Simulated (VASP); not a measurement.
# Te (P3_121) in VASP: band structure with HSE06

Aim: the band structure of Te with HSE06.

Program: VASP 6.6.1. These are calculated values, not measurements. Logs are shortened: lines on timing, memory, paths and dates and some standing lists are left out, and cuts for length are marked.

### 1 The structure

It takes space group P3_121 (No. 152, trigonal). The conventional cell has a = 4.454 Å, b = 4.454 Å, c = 5.924 Å, α = 90.00°, β = 90.00°, γ = 120.00°. Around Te (site symmetry 2) lie 2 Te at 2.86 Å.

### 2 Band structure, HSE06

Contents of POSCAR:

```
Te
1.0
    4.4540000000      0.0000000000      0.0000000000
   -2.2270000000      3.8572771500      0.0000000000
    0.0000000000      0.0000000000      5.9240000000
Te
3
Direct
    0.2690000000      0.0000000000      0.3333333300
    0.0000000000      0.2690000000      0.6666666700
    0.7310000000      0.7310000000      0.0000000000
```

Contents of INCAR.step1:

```
SYSTEM = Te
PREC     = Accurate       ! precision mode
ENCUT    = 520            ! plane-wave cutoff, eV
EDIFF    = 1E-5           ! SCF threshold, eV
ISMEAR   = 0              ! smearing method
SIGMA    = 0.02           ! smearing width, eV
LREAL    = .False.        ! projectors in reciprocal space
LASPH    = .True.         ! aspherical terms in the spheres
NELM     = 80             ! most SCF steps
ALGO     = Normal         ! electronic algorithm
ISIF     = 2              ! what is computed and relaxed
LWAVE    = .True.         ! write WAVECAR
LCHARG   = .False.        ! write CHGCAR
GGA      = PE             ! functional
```

Contents of INCAR.step2:

```
SYSTEM = Te
PREC     = Accurate       ! precision mode
ENCUT    = 520            ! plane-wave cutoff, eV
EDIFF    = 1E-6           ! SCF threshold, eV
ISMEAR   = 0              ! smearing method
SIGMA    = 0.02           ! smearing width, eV
LREAL    = .False.        ! projectors in reciprocal space
LASPH    = .True.         ! aspherical terms in the spheres
NELM     = 80             ! most SCF steps
ALGO     = Normal         ! electronic algorithm
ISIF     = 2              ! what is computed and relaxed
LWAVE    = .False.        ! write WAVECAR
LCHARG   = .False.        ! write CHGCAR
GGA      = PE             ! functional
LHFCALC  = .True.         ! exact exchange
HFSCREEN = 0.2            ! screening, 1/A
PRECFOCK = Fast         
ISTART   = 1
```

Contents of KPOINTS:

```
regular mesh
0
Gamma
  6 6 4
  0 0 0
```

Contents of KPOINTS_OPT:

```
path GMKGALHA,LM,KH
10
line-mode
reciprocal
 0.0000000000  0.0000000000  0.0000000000  G
 0.5000000000  0.0000000000  0.0000000000  M

 0.5000000000  0.0000000000  0.0000000000  M
 0.3333333333  0.3333333333  0.0000000000  K

 0.3333333333  0.3333333333  0.0000000000  K
 0.0000000000  0.0000000000  0.0000000000  G

 0.0000000000  0.0000000000  0.0000000000  G
 0.0000000000  0.0000000000  0.5000000000  A

 0.0000000000  0.0000000000  0.5000000000  A
 0.5000000000  0.0000000000  0.5000000000  L

 0.5000000000  0.0000000000  0.5000000000  L
 0.3333333333  0.3333333333  0.5000000000  H

 0.3333333333  0.3333333333  0.5000000000  H
 0.0000000000  0.0000000000  0.5000000000  A

 0.5000000000  0.0000000000  0.5000000000  L
 0.5000000000  0.0000000000  0.0000000000  M

 0.3333333333  0.3333333333  0.0000000000  K
 0.3333333333  0.3333333333  0.5000000000  H
```

Potentials or basis: VASP PAW PBE potentials, release 64 (Te).

The run is started by

```bash
> cat potpaw_PBE.64/Te/POTCAR > POTCAR
> cp INCAR.step1 INCAR
> mpirun -np 1 vasp_std > vasp.out
> cp INCAR.step2 INCAR
> mpirun -np 1 vasp_std > vasp.out
```

OUTCAR:

```text
SYSTEM = Te
   PREC = Accurate
   ENCUT = 520
   EDIFF = 1E-6
   ISMEAR = 0
   LREAL = .False.
   LASPH = .True.
   NELM = 80
   ISIF = 2
   GGA = PE
   LHFCALC = .True.
   HFSCREEN = 0.2
   PRECFOCK = Fast
   ISTART = 1

 ion  position               nearest neighbor table
   1  0.269  0.000  0.333-   3 2.86   2 2.86   3 3.47   3 3.47   2 3.47   2 3.47
   2  0.000  0.269  0.667-   3 2.86   1 2.86   3 3.47   3 3.47   1 3.47   1 3.47
   3  0.731  0.731  0.000-   1 2.86   2 2.86   1 3.47   2 3.47   2 3.47   1 3.47

  LATTYP: Found a hexagonal cell.
 ALAT       =     4.4540000000
 C/A-ratio  =     1.3300404131

  Lattice vectors:

 A1 = (   4.4540000000,   0.0000000000,   0.0000000000)
 A2 = (  -2.2270000000,   3.8572771500,   0.0000000000)
 A3 = (   0.0000000000,   0.0000000000,   5.9240000000)

Analysis of symmetry for initial positions (statically):
=====================================================================
 Subroutine PRICEL returns:
 Original cell was already a primitive cell.

 Routine SETGRP: Setting up the symmetry group for a
 hexagonal supercell.

 Subroutine GETGRP returns: Found  6 space group operations
 (whereof  2 operations were pure point group operations)
 out of a pool of 24 trial point group operations.

The static configuration has the point symmetry C_2 .
 The point group associated with its full space group is D_3 .

Analysis of symmetry for dynamics (positions and initial velocities):
=====================================================================
 Subroutine PRICEL returns:
 Original cell was already a primitive cell.

 Routine SETGRP: Setting up the symmetry group for a
 hexagonal supercell.

 Subroutine GETGRP returns: Found  6 space group operations
 (whereof  2 operations were pure point group operations)
 out of a pool of 24 trial point group operations.

The dynamic configuration has the point symmetry C_2 .
 The point group associated with its full space group is D_3 .

 Subroutine INISYM returns: Found  6 space group operations
 (whereof  2 operations are pure point group operations),
 and found     1 'primitive' translations

----------------------------------------------------------------------------------------

                                     Primitive cell

  volume of cell :     101.7762

  direct lattice vectors                    reciprocal lattice vectors
     4.454000000  0.000000000  0.000000000     0.224517288  0.129625117  0.000000000
    -2.227000000  3.857277150  0.000000000     0.000000000  0.259250233  0.000000000
     0.000000000  0.000000000  5.924000000     0.000000000  0.000000000  0.168804862

  length of vectors
     4.454000000  4.454000001  5.924000000     0.259250233  0.259250233  0.168804862

  position of ions in fractional coordinates (direct lattice)
     0.269000000  0.000000000  0.333333330
     0.000000000  0.269000000  0.666666670
     0.731000000  0.731000000  0.000000000

  ion indices of the primitive-cell ions
   primitive index   ion index
                 1           1
                 2           2
                 3           3

----------------------------------------------------------------------------------------

 KPOINTS: regular mesh

Automatic generation of k-mesh.
 Grid dimensions read from file:
 generate k-points for:    6    6    4

 Generating k-lattice:

  Cartesian coordinates                     Fractional coordinates (reciprocal lattice)
     0.037419548  0.021604186  0.000000000     0.166666667  0.000000000  0.000000000
     0.000000000  0.043208372  0.000000000     0.000000000  0.166666667  0.000000000
     0.000000000  0.000000000  0.042201215     0.000000000  0.000000000  0.250000000

  Length of vectors
     0.043208372  0.043208372  0.042201215

  Shift w.r.t. Gamma in fractional coordinates (k-lattice)
     0.000000000  0.000000000  0.000000000

 Subroutine IBZKPT returns following result:
 ===========================================

 Found     24 irreducible k-points:

 Following reciprocal coordinates:
            Coordinates               Weight
  0.000000  0.000000  0.000000      1.000000
  0.166667  0.000000  0.000000      6.000000
  0.333333  0.000000  0.000000      6.000000
  0.500000  0.000000  0.000000      3.000000
  0.166667  0.166667  0.000000      6.000000
  0.333333  0.166667  0.000000     12.000000
[... 16 lines left out ...]
  0.333333  0.166667  0.500000     12.000000
  0.333333  0.333333  0.500000      2.000000
   k-points           NKPTS =     24   k-points in BZ     NKDIM =    144   number of bands    NBANDS=     13
   number of dos      NEDOS =    301   number of ions     NIONS =      3
   total plane-waves  NPLWV =  62208
   dimension x,y,z NGX =    36 NGY =   36 NGZ =   48
   dimension x,y,z NGXF=    72 NGYF=   72 NGZF=   96
   ions per type =               3
   NGX,Y,Z   is equivalent  to a cutoff of  13.44, 13.44, 13.47 a.u.
   NGXF,Y,Z  is equivalent  to a cutoff of  26.87, 26.87, 26.94 a.u.
 SYSTEM =  Te
   PREC   = accura    normal or accurate (medium, high low for compatibility)
   ISTART =      1    job   : 0-new  1-cont  2-samecut
   ICHARG =      0    charge: 1-file 2-atom 10-const
   ISPIN  =      1    spin polarized calculation?
   LNONCOLLINEAR =      F non collinear calculations
   LSORBIT =      F    spin-orbit coupling
   LASPH  =      T    aspherical Exc in radial PAW
   ENCUT  =  520.0 eV  38.22 Ry    6.18 a.u.   8.28  8.28 11.01*2*pi/ulx,y,z
   NELM   =     80;   NELMIN=  2; NELMDL=  0     # of ELM steps
   EDIFF  = 0.1E-05   stopping-criterion for ELM
   LREAL  =      F    real-space projection
   EDIFFG = 0.1E-04   stopping-criterion for IOM
   NSW    =      0    number of steps for IOM
   IBRION =     -1    ionic relax: 0-MD 1-quasi-New 2-CG
   NFREE  =      0    steps in history (QN), initial steepest desc. (CG)
   ISIF   =      2    stress and relaxation
   ISYM   =      3    0-nonsym 1-usesym 2-fastsym
   POTIM  = 0.5000    time-step for ionic-motion
   TEBEG  =    0.0;   TEEND  =   0.0 temperature during run
   PSTRESS=    0.0 pullay stress
   NELECT =      18.0000    total number of electrons
   NUPDOWN=      -1.0000    fix difference up-down
   EMIN   =  10.00;   EMAX   =-10.00  energy-range for DOS
   EFERMI =   0.00;   METHOD = LEGACY
   ISMEAR =     0;   SIGMA  =   0.02  broadening in eV -4-tet -1-fermi 0-gaus
   EFERMI_NEDOS =   21; number of points for ismear=-14 and -15
   IALGO  =     38    algorithm
   IMIX   =      1    mixing-type and parameters
     AMIX     =   0.40;   BMIX     =  1.00
     AMIX_MAG =   1.60;   BMIX_MAG =  1.00
  volume/ion in A,a.u.               =      33.93       228.94
  Fermi-wavevector in a.u.,A,eV,Ry     =   0.918933  1.736531 11.489263  0.844437
  Thomas-Fermi vector in A             =   2.044070
   LORBIT       =      0    0 simple, 1 ext, 2 COOP (PROOUT), +10 PAW based schemes
   GGA     = PE    functional components
   LHFCALC =     T    Hartree Fock is set to
   PRECFOCK=fast      Normal, Fast or Accurate (Low or Medium for compatibility)
   ENCUT4O =  -1.0   cutoff for four orbital integrals eV
   NKREDX  =     1    reduce k-point grid by
   NKREDY  =     1    reduce k-point grid by
   NKREDZ  =     1    reduce k-point grid by
   AEXX    =    0.2500 exact exchange contribution
   HFSCREEN=    0.2000 screening length (either q_TF or 0.3 A-1)
   HFSCREENC=   0.2000 screening length for correlation (either q_TF or 0.3 A-1)
   ENCUTFOCK=  -1.0 apply spherical cutoff to Coloumb kernel
   IVDW    =     0    specifies the selected vdW correction
   LEPSILON=     F    determine dielectric tensor
   LRPA    =     F    only Hartree local field effects (RPA)
 non-spin polarized calculation
 Gauss-broadening in eV      SIGMA  =   0.02
  energy-cutoff  :      520.00
  volume of cell :      101.78
 maximum number of plane-waves:      2764
 NGX is ok and might be reduce to    36
  NGX = 18; NGY = 18; NGZ = 24

 number of electron      17.9999999 magnetization

 Free energy of the ion-electron system (eV)
  ---------------------------------------------------
  ext. energy  EPLUGINS =         0.00000000
  ---------------------------------------------------
  free energy    TOTEN  =       -11.89978638 eV

  energy without entropy =      -11.89978638  energy(sigma->0) =      -11.89978638

 E-fermi :   5.7031     XC(G=0):  -7.5776

 val. band max:        5.5817110281   @ k =   0.3333   0.3333   0.5000
 cond. band min:       6.1742162221   @ k =   0.3333   0.3333   0.5000
 fundamental gap:      0.5925051940
 Fermi energy:         5.7031029661

 k-point     1 :       0.0000    0.0000    0.0000
  band No.  band energies     occupation
      1      -9.3598      2.00000
      2      -5.6904      2.00000
      3      -5.6904      2.00000
      4       2.2379      2.00000
      5       2.6365      2.00000
      6       2.6365      2.00000
      7       3.6955      2.00000
      8       3.6955      2.00000
      9       4.5870      2.00000
     10       7.0983      0.00000
     11       7.0983      0.00000
     12       7.7860      0.00000
     13      11.2060      0.00000

 k-point     2 :       0.1667    0.0000    0.0000
  band No.  band energies     occupation
      1      -9.1534      2.00000
      2      -5.7592      2.00000
      3      -5.6291      2.00000
      4       1.0432      2.00000
      5       1.8110      2.00000
      6       2.1519      2.00000
      7       4.2110      2.00000
      8       4.5373      2.00000
      9       4.7380      2.00000
     10       6.8484      0.00000
     11       6.9810      0.00000
     12       7.6058      0.00000
     13      10.5875      0.00000
[... 321 lines left out ...]
 k-point    23 :       0.3333    0.1667    0.5000
  band No.  band energies     occupation
      1      -7.6059      2.00000
      2      -7.3535      2.00000
      3      -5.2224      2.00000
      4      -0.3831      2.00000
      5       0.6744      2.00000
      6       0.8711      2.00000
      7       3.8487      2.00000
      8       4.2875      2.00000
      9       5.1501      2.00000
     10       7.0037      0.00000
     11       7.6949      0.00000
     12       8.2656      0.00000
     13      11.0541      0.00000

 k-point    24 :       0.3333    0.3333    0.5000
  band No.  band energies     occupation
      1      -7.3222      2.00000
      2      -7.3221      2.00000
      3      -5.4434      2.00000
      4      -0.1344      2.00000
      5       0.0132      2.00000
      6       0.0132      2.00000
      7       4.4994      2.00000
      8       5.5817      2.00000
      9       5.5817      2.00000
     10       6.1742      0.00000
     11       7.4485      0.00000
     12       7.4485      0.00000
     13      12.2061      0.00000

------------------------ aborting loop because EDIFF is reached ----------------------------------------

  FORCE on cell =-STRESS in cart. coord.  units (eV):
  Direction    XX          YY          ZZ          XY          YZ          ZX
  --------------------------------------------------------------------------------------
  -------------------------------------------------------------------------------------
  Total       -0.2714178     -0.2714178     -0.8892291      0.0000000      0.0000000      0.0000000
  in kB       -4.2727035     -4.2727035    -13.9983921      0.0000000      0.0000000      0.0000000
  external PRESSURE =      -7.5145997 kB  Pullay stress =       0.0000000 kB

 VOLUME and BASIS-vectors are now :
 -----------------------------------------------------------------------------
  energy-cutoff  :      520.00
  volume of cell :      101.78
      direct lattice vectors                 reciprocal lattice vectors
     4.454000000  0.000000000  0.000000000     0.224517288  0.129625117  0.000000000
    -2.227000000  3.857277150  0.000000000     0.000000000  0.259250233  0.000000000
     0.000000000  0.000000000  5.924000000     0.000000000  0.000000000  0.168804862

 POSITION                                       TOTAL-FORCE (eV/Angst)
 -----------------------------------------------------------------------------------
      1.19813      0.00000      1.97467        -0.327079     -0.000000     -0.000000
     -0.59906      1.03761      3.94933         0.163539     -0.283258      0.000000
      1.62794      2.81967      0.00000         0.163539      0.283258      0.000000
 -----------------------------------------------------------------------------------
    total drift:                               -0.000000      0.000001     -0.000000

  FREE ENERGIE OF THE ION-ELECTRON SYSTEM (eV)
  ---------------------------------------------------
  free  energy   TOTEN  =       -11.8997863841 eV

  energy  without entropy=      -11.8997863841  energy(sigma->0) =      -11.89978638
```

Run time: 1.6 h. Hardware: 1 thread of Intel Xeon Platinum 8259CL at 2.50GHz (Skylake/Cascade Lake), shared host; peak memory 0.46 GiB.

What came out:

```
Free energy             : -11.8998 eV
Pressure                : -0.8 GPa
Largest force           : 0.327 eV/Å
Band gap on the k mesh  : 0.59 eV, direct
Band gap along the path : 0.57 eV, indirect (least direct gap 0.59 eV)
```

Forces on the atoms (eV/Å):
```
Te  -0.327  0.000  0.000
Te   0.164 -0.283  0.000
Te   0.164  0.283  0.000
```

Levels at the corners of the path, in eV from the valence-band top:
```tsv
point	band 6	band 7	band 8	band 9	band 10	band 11	band 12	band 13
Γ	-2.97	-1.91	-1.91	-1.01	1.50	1.50	2.18	5.60
M	-4.01	-3.92	-1.14	-0.94	1.29	1.38	3.47	4.48
M	-4.01	-3.92	-1.14	-0.94	1.29	1.38	3.47	4.48
K	-3.42	-3.42	-3.20	-3.03	3.51	3.51	3.85	5.50
K	-3.42	-3.42	-3.20	-3.03	3.51	3.51	3.85	5.50
Γ	-2.97	-1.91	-1.91	-1.01	1.50	1.50	2.18	5.60
Γ	-2.97	-1.91	-1.91	-1.01	1.50	1.50	2.18	5.60
A	-2.94	-1.57	-1.20	-1.20	0.89	0.93	0.93	4.62
A	-2.94	-1.57	-1.20	-1.20	0.89	0.93	0.93	4.62
L	-3.98	-2.72	-2.37	-0.23	1.18	2.51	3.16	5.21
L	-3.98	-2.72	-2.37	-0.23	1.18	2.51	3.16	5.21
H	-5.59	-1.10	-0.02	-0.02	0.57	1.85	1.85	6.61
H	-5.59	-1.10	-0.02	-0.02	0.57	1.85	1.85	6.62
A	-2.94	-1.57	-1.20	-1.20	0.89	0.93	0.93	4.62
L	-3.98	-2.72	-2.37	-0.23	1.18	2.51	3.16	5.21
M	-4.01	-3.92	-1.14	-0.94	1.29	1.38	3.47	4.48
K	-3.42	-3.42	-3.20	-3.03	3.51	3.51	3.85	5.50
H	-5.59	-1.10	-0.02	-0.02	0.57	1.85	1.85	6.61
```

Caveat: the PAW data sets were made with another functional, which shifts forces and pressure a little; spin-orbit coupling is left out, which moves the levels of the heavy elements.
